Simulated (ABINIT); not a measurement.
# PbS (P-6m2) in ABINIT: notebook, part 2 of 2

ABINIT 10.8.3 (patched build).

### 3 Band structure, PBEsol

run.abi

```
ndtset 2

pp_dirpath "./"
pseudos "Pb.GGA_PBE-JTH.xml, S.GGA_PBE-JTH.xml"

acell 4.0896976867 4.0896976867 3.788167 Angstrom
rprim
     1.0000000000     0.0000000000     0.0000000000
    -0.5000000000     0.8660254038     0.0000000000
     0.0000000000     0.0000000000     1.0000000000
ntypat 2
znucl 82 16
natom 2
typat 1 2
xred
     0.0000000000     0.0000000000     0.0000000000
     0.6666666667     0.3333333333     0.5000000000

ecut 22.0
pawecutdg 44.0
pawxcdev 0

ixc -116133

occopt 3
tsmear 0.05 eV

nstep 100

iomode 3
prtwf 0
prteig 0
prtebands 0
prtden1 1

kptopt1 1
ngkpt1 8 8 7
nshiftk1 1
shiftk1 0.0 0.0 0.0
nband1 14
tolvrs1 1.0e-9

iscf2 -2
getden2 1
nband2 20
nbdbuf2 4
tolwfr2 1.0e-11
kptopt2 -7
ndivsm2 5
prteig2 1
kptbounds2
     0.0000000000     0.0000000000     0.0000000000
     0.5000000000     0.0000000000     0.0000000000
     0.3333333333     0.3333333333     0.0000000000
     0.0000000000     0.0000000000     0.0000000000
     0.0000000000     0.0000000000     0.5000000000
     0.5000000000     0.0000000000     0.5000000000
     0.3333333333     0.3333333333     0.5000000000
     0.0000000000     0.0000000000     0.5000000000
```

Potentials or basis: JTH PAW PBE v2.0.

The run is started by

```sh
> abinit run.abi > log 2>&1
```

run.abo:

```text
.Version 10.8.3 of ABINIT
 DATASET    1 : space group P-6 m 2 (#187); Bravais hP (primitive hexag.)
================================================================================
 Values of the parameters that define the memory need for DATASET  1.
     intxc =       0    ionmov =       0      iscf =      17    lmnmax =      18
     lnmax =       6     mgfft =      36  mpssoang =       3    mqgrid =    3001
     natom =       2  nloc_mem =       2    nspden =       1   nspinor =       1
    nsppol =       1      nsym =      12    n1xccc =       1    ntypat =       2
    occopt =       3   xclevel =       2
       mpw =        1844          nfft =       41472          nkpt =          40
 PAW method is used; the additional fine FFT grid is defined by:
   mgfftf=        48    nfftf =    103680
================================================================================
================================================================================

 DATASET    2 : space group P-6 m 2 (#187); Bravais hP (primitive hexag.)
================================================================================
 Values of the parameters that define the memory need for DATASET  2.
     intxc =       0    ionmov =       0      iscf =      -2    lmnmax =      18
     lnmax =       6     mgfft =      36  mpssoang =       3    mqgrid =    3001
     natom =       2  nloc_mem =       2    nspden =       1   nspinor =       1
    nsppol =       1      nsym =      12    n1xccc =       1    ntypat =       2
    occopt =       3   xclevel =       2
       mpw =        1839          nfft =       41472          nkpt =          57
 PAW method is used; the additional fine FFT grid is defined by:
   mgfftf=        48    nfftf =    103680
================================================================================
================================================================================

--------------------------------------------------------------------------------
------------- Echo of variables that govern the present computation ------------
--------------------------------------------------------------------------------
 -outvars: echo values of preprocessed input variables --------
            acell      7.7284085656E+00  7.7284085656E+00  7.1585981492E+00 Bohr
              amu      2.07200000E+02  3.20660000E+01
             ecut      2.20000000E+01 Hartree
           getden1          0
           getden2          1
             iscf1         17
             iscf2         -2
                       outvar_i_n : Printing only first  50 k-points.
              ixc     -116133
           jdtset        1    2
                       outvar_i_n : Printing only first  50 k-points.
           kptopt1          1
           kptopt2         -7
         kptrlatt        8    0    0      0    8    0      0    0    7
          kptrlen1     5.01101870E+01
          kptrlen2     3.00000000E+01
            natom           2
            nband1         14
            nband2         20
           nbdbuf1          0
           nbdbuf2          4
           ndtset           2
           ndivsm1          0
           ndivsm2          5
            ngfft          36      36      32
          ngfftdg          48      48      45
             nkpt1         40
             nkpt2         57
            nstep         100
             nsym          12
           ntypat           2
           occopt           3
        pawecutdg      4.40000000E+01 Hartree
         pawxcdev           0
        prtebands           0
           prteig1          0
           prteig2          1
[... 708 lines left out ...]
  5.7132E-01  6.6780E-01
 Non-SCF case, kpt   57 (  0.00000  0.00000  0.50000), residuals and eigenvalues=
  7.09E-12  8.47E-12  7.50E-12  6.60E-12  6.37E-12  6.26E-12  7.32E-12  7.13E-12
  4.03E-12  4.23E-12  1.84E-12  6.45E-12  6.74E-12  5.31E-12  8.87E-12  6.52E-12
  2.80E-12  6.41E-12  5.20E-12  1.23E-07
 -4.2061E-01 -4.2061E-01 -4.1891E-01 -4.1891E-01 -4.1733E-01 -2.4592E-01
 -1.3516E-01  1.5657E-01  1.5657E-01  1.9681E-01  2.2509E-01  3.3631E-01
  3.3631E-01  4.9455E-01  4.9455E-01  5.1464E-01  5.1464E-01  5.2825E-01
  5.5515E-01  6.6657E-01

--- !ResultsGS
iteration_state: {dtset: 2, }
comment   : Summary of ground state results
lattice_vectors:
- [  7.7284086,   0.0000000,   0.0000000, ]
- [ -3.8642043,   6.6929981,   0.0000000, ]
- [  0.0000000,   0.0000000,   7.1585981, ]
lattice_lengths: [   7.72841,    7.72841,    7.15860, ]
lattice_angles: [ 90.000,  90.000, 120.000, ] # degrees, (23, 13, 12)
lattice_volume:   3.7028725E+02
convergence: {deltae:  0.000E+00, res2:  0.000E+00, residm:  9.973E-12, diffor:  0.000E+00, }
etotal    :  -7.15738815E+01
entropy   :   0.00000000E+00
fermie    :   1.94446606E-01
cartesian_stress_tensor: null
pressure_GPa: null
xred      :
- [  0.0000E+00,   0.0000E+00,   0.0000E+00, Pb]
- [  6.6667E-01,   3.3333E-01,   5.0000E-01,  S]
cartesian_forces: null
force_length_stats: {min: null, max: null, mean: null, }
...

 Integrated electronic density in atomic spheres:
 ------------------------------------------------
 Atom  Sphere_radius  Integrated_density
    1        2.40264         11.29588409
    2        1.90380          3.50747215

================================================================================

 ----iterations are completed or convergence reached----

 Mean square residual over all n,k,spin=   54.461E-13; max=  99.727E-13
 reduced coordinates (array xred) for    2 atoms
       0.000000000000      0.000000000000      0.000000000000
       0.666666666667      0.333333333333      0.500000000000

 cartesian coordinates (angstrom) at end:
    1      0.00000000000000     0.00000000000000     0.00000000000000
    2      2.04484884335000     1.18059403018143     1.89408350000000
 length scales=  7.728408565622  7.728408565622  7.158598149202 bohr
              =  4.089697686700  4.089697686700  3.788167000000 angstroms
 Eigenvalues (hartree) for nkpt=  57  k points:
 kpt#   1, nband= 20, wtk=  1.00000, kpt=  0.0000  0.0000  0.0000 (reduced coord)
  -0.42177   -0.42093   -0.42093   -0.41720   -0.41720   -0.28738   -0.04196    0.11671
   0.13477    0.13477    0.32114    0.32114    0.38595    0.43310    0.44955    0.59932
   0.59932    0.61068    0.61068    0.67990
 kpt#   2, nband= 20, wtk=  1.00000, kpt=  0.0556  0.0000  0.0000 (reduced coord)
  -0.42173   -0.42096   -0.42086   -0.41723   -0.41720   -0.28648   -0.04399    0.11761
   0.13328    0.13497    0.31500    0.32366    0.38801    0.42937    0.45957    0.58990
   0.59685    0.61015    0.61409    0.68541
 kpt#   3, nband= 20, wtk=  1.00000, kpt=  0.1111  0.0000  0.0000 (reduced coord)
  -0.42165   -0.42103   -0.42066   -0.41734   -0.41723   -0.28380   -0.04985    0.12025
   0.12918    0.13538    0.30141    0.33073    0.39374    0.41929    0.48402    0.57141
   0.59104    0.60864    0.62214    0.68930
 kpt#   4, nband= 20, wtk=  1.00000, kpt=  0.1667  0.0000  0.0000 (reduced coord)
  -0.42158   -0.42109   -0.42034   -0.41750   -0.41726   -0.27948   -0.05892    0.12334
   0.12445    0.13559    0.28718    0.34107    0.40175    0.40527    0.50978    0.56014
   0.58499    0.60644    0.62957    0.68619
 kpt#   5, nband= 20, wtk=  1.00000, kpt=  0.2222  0.0000  0.0000 (reduced coord)
[... 197 lines left out ...]
   0.15201    0.15531    0.27122    0.30113    0.34022    0.45056    0.49410    0.51990
   0.56298    0.63491    0.64452    0.67770
 kpt#  55, nband= 20, wtk=  1.00000, kpt=  0.0667  0.0667  0.5000 (reduced coord)
  -0.42065   -0.42034   -0.41934   -0.41897   -0.41714   -0.24322   -0.13030    0.13070
   0.15469    0.17635    0.25166    0.32058    0.33647    0.46508    0.49330    0.50573
   0.53714    0.59103    0.60469    0.67147
 kpt#  56, nband= 20, wtk=  1.00000, kpt=  0.0333  0.0333  0.5000 (reduced coord)
  -0.42062   -0.42054   -0.41902   -0.41892   -0.41729   -0.24523   -0.13394    0.14827
   0.15612    0.19132    0.23362    0.33269    0.33582    0.48336    0.49733    0.50095
   0.52036    0.55286    0.57132    0.66780
 kpt#  57, nband= 20, wtk=  1.00000, kpt=  0.0000  0.0000  0.5000 (reduced coord)
  -0.42061   -0.42061   -0.41891   -0.41891   -0.41733   -0.24592   -0.13516    0.15657
   0.15657    0.19681    0.22509    0.33631    0.33631    0.49455    0.49455    0.51464
   0.51464    0.52825    0.55515    0.66657

== END DATASET(S) ==============================================================
================================================================================

 -outvars: echo values of variables after computation  --------
            acell      7.7284085656E+00  7.7284085656E+00  7.1585981492E+00 Bohr
           etotal1    -7.1573881526E+01
            fcart1    -0.0000000000E+00 -0.0000000000E+00 -0.0000000000E+00
                      -0.0000000000E+00 -0.0000000000E+00 -0.0000000000E+00
            rprim      1.0000000000E+00  0.0000000000E+00  0.0000000000E+00
                      -5.0000000000E-01  8.6602540380E-01  0.0000000000E+00
                       0.0000000000E+00  0.0000000000E+00  1.0000000000E+00
           strten1     8.7724641992E-05  8.7724641849E-05  1.0020979430E-04
                       0.0000000000E+00  0.0000000000E+00  0.0000000000E+00
           xangst      0.0000000000E+00  0.0000000000E+00  0.0000000000E+00
                       2.0448488434E+00  1.1805940302E+00  1.8940835000E+00
             xred      0.0000000000E+00  0.0000000000E+00  0.0000000000E+00
                       6.6666666667E-01  3.3333333333E-01  5.0000000000E-01
 Calculation completed.
```

It took 2.3 min on 1 thread of Intel Xeon Platinum 8259CL at 2.50GHz (Skylake/Cascade Lake), shared host; peak memory 0.14 GiB.

Results:

```yaml
Free_energy: -1947.6245 eV
Pressure: -2.7 GPa
Band_gap_along_the_path: none (metal or under the smearing width)
Valence_electrons_inside_the_program's_atomic_spheres: Pb 11.30; S 3.51
```

Stress tensor (GPa, compression positive):
```
-2.58  0.00  0.00
 0.00 -2.58  0.00
 0.00  0.00 -2.95
```

Levels at the corners of the path, in eV from the Fermi level:
| point | band 8 | band 9 | band 10 | band 11 | band 12 | band 13 |
| --- | --- | --- | --- | --- | --- | --- |
| Γ | -2.12 | -1.62 | -1.62 | 3.45 | 3.45 | 5.21 |
| M | -2.66 | -1.80 | -1.11 | 1.92 | 3.92 | 5.28 |
| K | -4.12 | -0.96 | 0.18 | 1.82 | 3.53 | 3.79 |
| Γ | -2.12 | -1.62 | -1.62 | 3.45 | 3.45 | 5.21 |
| A | -1.03 | -1.03 | 0.06 | 0.83 | 3.86 | 3.86 |
| L | -4.06 | -4.02 | -1.36 | 2.11 | 2.77 | 2.77 |
| H | -4.09 | -3.93 | -2.25 | -0.37 | 4.19 | 5.84 |
| A | -1.03 | -1.03 | 0.06 | 0.83 | 3.86 | 3.86 |

Caveat: the PAW data sets were made with another functional, which shifts forces and pressure a little; spin-orbit coupling is left out, which moves the levels of the heavy elements.
